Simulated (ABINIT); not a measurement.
# GaAs (F-43m) in ABINIT: further runs

Aim: see how the results for GaAs move with the level of theory and the settings. Levels: PBE+D2, PBE, LDA-Teter, LDA-PZ. Tasks: equation of state, band structure.

Program: ABINIT 10.8.3 (patched build). These are calculated values, not measurements. Logs are shortened: lines on timing, memory, paths and dates and some standing lists are left out, and cuts for length are marked. The log counts tension as positive stress, the text compression.

**Experimental background.**

From “Evidence of valence band perturbations in GaAsN/GaAs(001): A combined variable-angle spectroscopic ellipsometry and modulated photoreflectance investigation”, 2008, arxiv:0805.2212, for a bulk crystal of GaAs at 300 K: band gap 1.412 ± 0.01 eV (direct); band gap 1.418 ± 0.005 eV (direct).

The runs below are set against these values where they give the same quantity.

## Step 1: The crystal as given

Symmetry: F-43m, No. 216, cubic system. Conventional cell: a = 5.654 Å, b = 5.654 Å, c = 5.654 Å, α = 90.00°, β = 90.00°, γ = 90.00°. As (site symmetry -43m) has 4 Ga at 2.45 Å as nearest neighbours. Ga (site symmetry -43m) is surrounded by 4 As at 2.45 Å.

## Step 2: Equation of state, PBE+D2

Input file run.abi:

```
ndtset 7
getwfk -1
scalecart1 3*0.9795861087
scalecart2 3*0.9864848297
scalecart3 3*0.9932883884
scalecart4 3*1.0000000000
scalecart5 3*1.0066227096
scalecart6 3*1.0131594038
scalecart7 3*1.0196128224

pp_dirpath "./"
pseudos "As.GGA_PBE-JTH.xml, Ga.GGA_PBE-JTH.xml"

acell 3.9977696088 3.9977696088 3.9977696088 Angstrom
rprim
     0.0000000000     0.7071067812     0.7071067812
     0.7071067812     0.0000000000     0.7071067812
     0.7071067812     0.7071067812     0.0000000000
ntypat 2
znucl 33 31
natom 2
typat 1 2
xred
     0.7500000000     0.7500000000     0.7500000000
     0.0000000000     0.0000000000     0.0000000000

ecut 17.0
pawecutdg 34.0

kptopt 1
ngkpt 8 8 8
nshiftk 1
shiftk 0.0 0.0 0.0

ixc 11
vdw_xc 5

nband 18
occopt 3
tsmear 0.05 eV

nstep 100
tolvrs 1.0e-9

iomode 3
prtwf 1
prtden 0
prteig 0
prtebands 0
enunit 2
```

Potentials or basis: JTH PAW PBE v2.0.

Command:

```bash
$ abinit run.abi > log 2>&1
```

run.abo:

```text
.Version 10.8.3 of ABINIT
 DATASET    1 : space group F-4 3 m (#216); Bravais cF (face-center cubic)
================================================================================
 Values of the parameters that define the memory need for DATASET  1.
     intxc =       0    ionmov =       0      iscf =      17    lmnmax =      18
     lnmax =       6     mgfft =      30  mpssoang =       3    mqgrid =    3001
     natom =       2  nloc_mem =       2    nspden =       1   nspinor =       1
    nsppol =       1      nsym =      24    n1xccc =       1    ntypat =       2
    occopt =       3   xclevel =       2
       mpw =         982          nfft =       27000          nkpt =          29
 PAW method is used; the additional fine FFT grid is defined by:
   mgfftf=        40    nfftf =     64000
================================================================================
================================================================================
[... 71 lines left out ...]
 DATASET    7 : space group F-4 3 m (#216); Bravais cF (face-center cubic)
================================================================================
 Values of the parameters that define the memory need for DATASET  7.
     intxc =       0    ionmov =       0      iscf =      17    lmnmax =      18
     lnmax =       6     mgfft =      30  mpssoang =       3    mqgrid =    3001
     natom =       2  nloc_mem =       2    nspden =       1   nspinor =       1
    nsppol =       1      nsym =      24    n1xccc =       1    ntypat =       2
    occopt =       3   xclevel =       2
       mpw =        1101          nfft =       27000          nkpt =          29
 PAW method is used; the additional fine FFT grid is defined by:
   mgfftf=        45    nfftf =     91125
================================================================================
================================================================================

--------------------------------------------------------------------------------
------------- Echo of variables that govern the present computation ------------
--------------------------------------------------------------------------------
 -outvars: echo values of preprocessed input variables --------
            acell      7.5546896751E+00  7.5546896751E+00  7.5546896751E+00 Bohr
              amu      7.49215900E+01  6.97230000E+01
             ecut      1.70000000E+01 Hartree
           enunit           2
           getwfk          -1
              ixc          11
           jdtset        1    2    3    4    5    6    7
         kptrlatt        8    0    0      0    8    0      0    0    8
          kptrlen1     5.92037525E+01
          kptrlen2     5.96206941E+01
          kptrlen3     6.00318843E+01
          kptrlen4     6.04375174E+01
          kptrlen5     6.08377775E+01
          kptrlen6     6.12328391E+01
          kptrlen7     6.16228677E+01
            natom           2
            nband          18
           ndtset           7
            ngfft          30      30      30
          ngfftdg1         40      40      40
          ngfftdg2         40      40      40
          ngfftdg3         40      40      40
          ngfftdg4         40      40      40
          ngfftdg5         40      40      40
          ngfftdg6         45      45      45
          ngfftdg7         45      45      45
             nkpt          29
            nstep         100
             nsym          24
           ntypat           2
           occopt           3
        pawecutdg      3.40000000E+01 Hartree
         pawxcdev           0
           prtden           0
        prtebands           0
           prteig           0
            rprim1     0.0000000000E+00  6.9267198023E-01  6.9267198023E-01
                       6.9267198023E-01  0.0000000000E+00  6.9267198023E-01
                       6.9267198023E-01  6.9267198023E-01  0.0000000000E+00
            rprim2     0.0000000000E+00  6.9755011263E-01  6.9755011263E-01
[... 27 lines left out ...]
            xcart6     8.1184042046E+00  8.1184042046E+00  8.1184042046E+00
                       0.0000000000E+00  0.0000000000E+00  0.0000000000E+00
            xcart7     8.1701151797E+00  8.1701151797E+00  8.1701151797E+00
                       0.0000000000E+00  0.0000000000E+00  0.0000000000E+00
             xred      7.5000000000E-01  7.5000000000E-01  7.5000000000E-01
                       0.0000000000E+00  0.0000000000E+00  0.0000000000E+00
            znucl       33.00000   31.00000

================================================================================

 chkinp: Checking input parameters for consistency, jdtset=   1.

 chkinp: Checking input parameters for consistency, jdtset=   2.
[... 40 lines left out ...]
 getcut: wavevector=  0.0000  0.0000  0.0000  ngfft=  40  40  40
         ecut(hartree)=     34.000   => boxcut(ratio)=   2.05919

--- Pseudopotential description ------------------------------------------------
- pspini: atom type   1  psp file is ./As.GGA_PBE-JTH.xml
 Pseudopotential format is: paw10
 basis_size (lnmax)=  6 (lmn_size= 18), orbitals=   0   0   1   1   2   2
 Spheres core radius: rc_sph= 2.10391912
 Shapefunction is BESSEL type: shapef(r,l)=aa(1,l)*jl(q(1,l)*r)+aa(2,l)*jl(q(2,l)*r)
 Radius for shape functions =  1.70360438
 Compensation charge density is not taken into account in XC energy/potential

- pspini: atom type   2  psp file is ./Ga.GGA_PBE-JTH.xml
 Pseudopotential format is: paw10
 basis_size (lnmax)=  6 (lmn_size= 18), orbitals=   0   0   1   1   2   2
 Spheres core radius: rc_sph= 2.10359248
 Shapefunction is BESSEL type: shapef(r,l)=aa(1,l)*jl(q(1,l)*r)+aa(2,l)*jl(q(2,l)*r)
 Radius for shape functions =  1.80829011
 Compensation charge density is not taken into account in XC energy/potential

   1.31748582E+03                                ecore*ucvol(ha*bohr**3)
--------------------------------------------------------------------------------

[... 1326 lines left out ...]
-Cartesian components of stress tensor (GPa)         [Pressure= -4.2725E+00 GPa]
- sigma(1 1)=  4.27251301E+00  sigma(3 2)=  0.00000000E+00
- sigma(2 2)=  4.27251301E+00  sigma(3 1)=  0.00000000E+00
- sigma(3 3)=  4.27251301E+00  sigma(2 1)=  0.00000000E+00

== END DATASET(S) ==============================================================
================================================================================

 -outvars: echo values of variables after computation  --------
            acell      7.5546896751E+00  7.5546896751E+00  7.5546896751E+00 Bohr
           etotal1    -1.9299526783E+02
           etotal2    -1.9299589374E+02
           etotal3    -1.9299616842E+02
           etotal4    -1.9299613110E+02
           etotal5    -1.9299581884E+02
           etotal6    -1.9299527120E+02
           etotal7    -1.9299450647E+02
            fcart1    -4.0199894781E-31 -4.0199894781E-31  1.2059968434E-30
                       4.0199894781E-31  4.0199894781E-31 -1.2059968434E-30
            fcart2    -1.5967506975E-30 -1.5967506975E-30  4.7902520926E-30
                       1.5967506975E-30  1.5967506975E-30 -4.7902520926E-30
            fcart3    -1.5858137056E-30 -1.5858137056E-30  4.7574411168E-30
                       1.5858137056E-30  1.5858137056E-30 -4.7574411168E-30
            fcart4    -3.1503406799E-30 -3.1503406799E-30  9.4510220396E-30
                       3.1503406799E-30  3.1503406799E-30 -9.4510220396E-30
            fcart5    -1.5648070771E-30 -1.5648070771E-30  4.6944212313E-30
                       1.5648070771E-30  1.5648070771E-30 -4.6944212313E-30
[... 38 lines left out ...]
                       0.0000000000E+00  0.0000000000E+00  0.0000000000E+00
           xangst1     4.1537144872E+00  4.1537144872E+00  4.1537144872E+00
                       0.0000000000E+00  0.0000000000E+00  0.0000000000E+00
           xangst2     4.1829669613E+00  4.1829669613E+00  4.1829669613E+00
                       0.0000000000E+00  0.0000000000E+00  0.0000000000E+00
           xangst3     4.2118159212E+00  4.2118159212E+00  4.2118159212E+00
                       0.0000000000E+00  0.0000000000E+00  0.0000000000E+00
           xangst4     4.2402750001E+00  4.2402750001E+00  4.2402750001E+00
                       0.0000000000E+00  0.0000000000E+00  0.0000000000E+00
           xangst5     4.2683571100E+00  4.2683571100E+00  4.2683571100E+00
                       0.0000000000E+00  0.0000000000E+00  0.0000000000E+00
           xangst6     4.2960744910E+00  4.2960744910E+00  4.2960744910E+00
                       0.0000000000E+00  0.0000000000E+00  0.0000000000E+00
           xangst7     4.3234387606E+00  4.3234387606E+00  4.3234387606E+00
                       0.0000000000E+00  0.0000000000E+00  0.0000000000E+00
             xred      7.5000000000E-01  7.5000000000E-01  7.5000000000E-01
                       0.0000000000E+00  0.0000000000E+00  0.0000000000E+00
 Calculation completed.
```

Wall time 91 s (1 thread of Arm Neoverse V2, shared host); peak memory 0.14 GiB.

Results:

```yaml
Equilibrium_volume: 22.30 Å³/atom
Bulk_modulus: 70 GPa
Pressure_derivative_of_the_bulk_modulus: 5.3
```

Energy against volume, from the lowest point:
```csv
volume (Å³/atom),energy (meV/atom)
21.234,12.25
21.686,3.74
22.138,0.00
22.590,0.51
23.041,4.76
23.493,12.21
23.945,22.61
```

Caveat: pressures at fixed basis lie under the slope of the energies.

## Step 3: Band structure, PBE

Input file run.abi:

```
# Datasets: ground state, then fixed potential
ndtset 2

# Pseudopotentials
pp_dirpath "./"
pseudos "As.GGA_PBE-JTH_sp.xml, Ga.GGA_PBE-JTH.xml"

# Structure
acell 3.9977696088 3.9977696088 3.9977696088 Angstrom
rprim
     0.0000000000     0.7071067812     0.7071067812
     0.7071067812     0.0000000000     0.7071067812
     0.7071067812     0.7071067812     0.0000000000
ntypat 2
znucl 33 31
natom 2
typat 1 2
xred
     0.7500000000     0.7500000000     0.7500000000
     0.0000000000     0.0000000000     0.0000000000

# Plane-wave basis
ecut 17.0
pawecutdg 34.0

# Exchange and correlation
ixc 11

# Bands and occupations
occopt 3
tsmear 0.05 eV

# SCF cycle
nstep 100

# Output
iomode 3
prtwf 0
prteig 0
prtebands 0
enunit 1
prtden1 1

# Dataset 1
kptopt1 1
ngkpt1 8 8 8
nshiftk1 1
shiftk1 0.0 0.0 0.0
nband1 13
tolvrs1 1.0e-9

# Dataset 2: bands along G-X-W-K-G-L-U-W-L-K
iscf2 -2
getden2 1
nband2 17
nbdbuf2 2
tolwfr2 1.0e-12
kptopt2 -9
ndivsm2 8
prteig2 1
prtvol2 -3
kptbounds2
     0.0000000000     0.0000000000     0.0000000000
     0.5000000000     0.0000000000     0.5000000000
     0.5000000000     0.2500000000     0.7500000000
     0.3750000000     0.3750000000     0.7500000000
     0.0000000000     0.0000000000     0.0000000000
     0.5000000000     0.5000000000     0.5000000000
     0.6250000000     0.2500000000     0.6250000000
     0.5000000000     0.2500000000     0.7500000000
     0.5000000000     0.5000000000     0.5000000000
     0.3750000000     0.3750000000     0.7500000000
```

Potentials or basis: JTH PAW PBE v2.0 sp.

Command:

```bash
$ abinit run.abi > log 2>&1
```

Run time: 40 s. Hardware: 1 thread of Arm Neoverse V2, shared host; peak memory 0.13 GiB.

Results (log left out):

```yaml
Free_energy: -2327.3384 eV
Pressure: 3.4 GPa
Band_gap_on_the_k_mesh: 0.53 eV, direct
Band_gap_along_the_path: 0.53 eV, direct
Valence_electrons_inside_the_program's_atomic_spheres: As 2.76; Ga 11.08
```

Levels at the corners of the path, in eV from the valence-band top:
```
point  band 5  band 6  band 7  band 8  band 9  band 10  band 11  band 12  band 13  band 14
    Γ  -14.71  -12.72    0.00    0.00    0.00     0.53     3.76     3.76     3.76     7.67
    X  -14.70  -10.22   -6.82   -2.67   -2.67     1.47     1.66    10.23    10.23    11.01
    W  -14.71  -10.16   -6.63   -3.53   -3.34     4.64     4.74     5.45     6.10    11.12
    K  -14.70  -10.26   -6.63   -3.86   -2.25     1.97     4.66     8.01     8.12     8.72
    Γ  -14.71  -12.72    0.00    0.00    0.00     0.53     3.76     3.76     3.76     7.67
    L  -14.71  -10.96   -6.63   -1.14   -1.14     1.01     4.67     4.67     7.81    10.45
    U  -14.70  -10.26   -6.63   -3.86   -2.25     1.97     4.66     8.01     8.12     8.72
    W  -14.71  -10.16   -6.63   -3.53   -3.34     4.64     4.74     5.45     6.10    11.12
    L  -14.71  -10.96   -6.63   -1.14   -1.14     1.01     4.67     4.67     7.81    10.45
    K  -14.70  -10.26   -6.63   -3.86   -2.25     1.97     4.66     8.01     8.12     8.72
```

Caveat: this set keeps more shells in the core, which shifts pressures and gaps.

## Step 4: Band structure, LDA-Teter

Changes to run.abi since step 3:

```diff
@@ -5,3 +5,3 @@
 pp_dirpath "./"
-pseudos "As.GGA_PBE-JTH_sp.xml, Ga.GGA_PBE-JTH.xml"
+pseudos "As.LDA_PW-JTH_sp.xml, Ga.LDA_PW-JTH.xml"
 
@@ -26,3 +26,3 @@
 # Exchange and correlation
-ixc 11
+ixc 1
 
@@ -30,3 +30,3 @@
 occopt 3
-tsmear 0.05 eV
+tsmear 0.00183747
 
@@ -40,3 +40,2 @@
 prtebands 0
-enunit 1
 prtden1 1
@@ -58,5 +57,4 @@
 kptopt2 -9
-ndivsm2 8
+ndivsm2 6
 prteig2 1
-prtvol2 -3
 kptbounds2
```

Potentials or basis: JTH PAW LDA v2.0 sp.

Command:

```bash
$ abinit run.abi > log 2>&1
```

Wall time 30 s (1 thread of Arm Neoverse V2, shared host); peak memory 0.11 GiB.

Results (log left out):

| Property | Result |
| --- | --- |
| Free energy | -2335.8859 eV |
| Pressure | -1.8 GPa |
| Band gap on the k mesh | 0.29 eV, direct |
| Band gap along the path | 0.29 eV, direct |
| Valence electrons inside the program's atomic spheres | As 2.77; Ga 11.10 |

Levels at the corners of the path, in eV from the valence-band top:
```
point  band 7  band 8  band 9  band 10  band 11  band 12
    Γ    0.00    0.00    0.00     0.29     3.71     3.71
    X   -6.88   -2.68   -2.68     1.35     1.55    10.10
    W   -6.70   -3.56   -3.37     4.55     4.65     5.33
    K   -6.70   -3.89   -2.26     1.85     4.56     7.87
    Γ    0.00    0.00    0.00     0.29     3.71     3.71
    L   -6.70   -1.14   -1.14     0.85     4.61     4.61
    U   -6.70   -3.89   -2.26     1.85     4.56     7.87
    W   -6.70   -3.56   -3.37     4.55     4.65     5.33
    L   -6.70   -1.14   -1.14     0.85     4.61     4.61
    K   -6.70   -3.89   -2.26     1.85     4.56     7.87
```

Caveat: this set keeps more shells in the core, which shifts pressures and gaps.

## Step 5: Band structure, LDA-PZ

Changes to run.abi since step 4:

```diff
@@ -26,3 +26,3 @@
 # Exchange and correlation
-ixc 1
+ixc 2
 
@@ -40,2 +40,3 @@
 prtebands 0
+enunit 1
 prtden1 1
@@ -57,4 +58,5 @@
 kptopt2 -9
-ndivsm2 6
+ndivsm2 5
 prteig2 1
+prtvol2 -3
 kptbounds2
```

Command:

```bash
$ abinit run.abi > log 2>&1
```

Run time: 27 s. Hardware: 1 thread of Arm Neoverse V2, shared host; peak memory 0.11 GiB.

Results (log left out):

* Free energy: -2335.6639 eV
* Pressure: -1.8 GPa
* Band gap on the k mesh: 0.30 eV, direct
* Band gap along the path: 0.30 eV, direct
* Valence electrons inside the program's atomic spheres: As 2.77; Ga 11.10

Levels at the corners of the path, in eV from the valence-band top:
```tsv
point	band 5	band 6	band 7	band 8	band 9	band 10	band 11	band 12	band 13	band 14
Γ	-14.81	-12.78	0.00	0.00	0.00	0.30	3.70	3.70	3.70	7.41
X	-14.80	-10.29	-6.88	-2.68	-2.68	1.35	1.55	10.10	10.10	10.80
W	-14.80	-10.23	-6.70	-3.56	-3.37	4.55	4.65	5.33	6.00	10.96
K	-14.80	-10.32	-6.70	-3.89	-2.26	1.85	4.56	7.87	8.05	8.58
Γ	-14.81	-12.78	0.00	0.00	0.00	0.30	3.70	3.70	3.70	7.41
L	-14.80	-11.02	-6.70	-1.14	-1.14	0.85	4.61	4.61	7.62	10.23
U	-14.80	-10.32	-6.70	-3.89	-2.26	1.85	4.56	7.87	8.05	8.58
W	-14.80	-10.23	-6.70	-3.56	-3.37	4.55	4.65	5.33	6.00	10.96
L	-14.80	-11.02	-6.70	-1.14	-1.14	0.85	4.61	4.61	7.62	10.23
K	-14.80	-10.32	-6.70	-3.89	-2.26	1.85	4.56	7.87	8.05	8.58
```

Caveat: this set keeps more shells in the core, which shifts pressures and gaps.

## Step 6: Summary

| task | level | potentials or basis | gap on the mesh (eV) | pressure (GPa) |
| --- | --- | --- | --- | --- |
| equation of state | PBE+D2 | JTH PAW PBE v2.0 | - | - |
| band structure | PBE | JTH PAW PBE v2.0 sp | 0.53 | 3.4 |
| band structure | LDA-Teter | JTH PAW LDA v2.0 sp | 0.29 | -1.8 |
| band structure | LDA-PZ | JTH PAW LDA v2.0 sp | 0.30 | -1.8 |

Alike in all rows: no spin polarisation; cell as given; k mesh 8 × 8 × 8; cutoff (eV) 463; smearing fermi-dirac 0.05 eV.

Caveats: this set keeps more shells in the core, which shifts pressures and gaps (some runs); pressures at fixed basis lie under the slope of the energies (some runs).

Absolute energies hang on the potentials; compare differences alone.

## Step 7: Comparison with measurements

Step 3. Against the measured gap of GaAs, 1.412 eV (direct; 300 K; “Evidence of valence band perturbations in GaAsN/GaAs(001): A combined variable-angle spectroscopic ellipsometry and modulated photoreflectance investigation”, 2008, arxiv:0805.2212), the calculated 0.53 eV is off by -0.88 eV. 3 values of this kind are on record (1.412 to 1.51 eV); this one was drawn at random among those near their median, those with a stated uncertainty first. Spin-orbit coupling on As, Ga is left out. The value is that of PBE, without temperature or zero-point motion. Semilocal functionals fall short of measured gaps as a rule.

Step 4. Measured gap of GaAs: 1.418 eV (direct; 300 K; “Evidence of valence band perturbations in GaAsN/GaAs(001): A combined variable-angle spectroscopic ellipsometry and modulated photoreflectance investigation”, 2008, arxiv:0805.2212). This calculation gives 0.29 eV (-1.12 eV). So large a miss can be the level of theory's own, or it may mean another phase, state or a wrong row. 3 values of this kind are on record (1.412 to 1.51 eV); this one was drawn at random among those near their median, those with a stated uncertainty first. Spin-orbit coupling on As, Ga is left out. The value is that of LDA-Teter, without temperature or zero-point motion. Semilocal functionals fall short of measured gaps as a rule.

Step 5. A measured gap of GaAs is 1.412 eV (direct; 300 K; “Evidence of valence band perturbations in GaAsN/GaAs(001): A combined variable-angle spectroscopic ellipsometry and modulated photoreflectance investigation”, 2008, arxiv:0805.2212); the calculated 0.30 eV misses it by -1.12 eV. So large a miss can be the level of theory's own, or it may mean another phase, state or a wrong row. 3 values of this kind are on record (1.412 to 1.51 eV); this one was drawn at random among those near their median, those with a stated uncertainty first. Spin-orbit coupling on As, Ga is left out. The value is that of LDA-PZ, without temperature or zero-point motion. Semilocal functionals fall short of measured gaps as a rule.
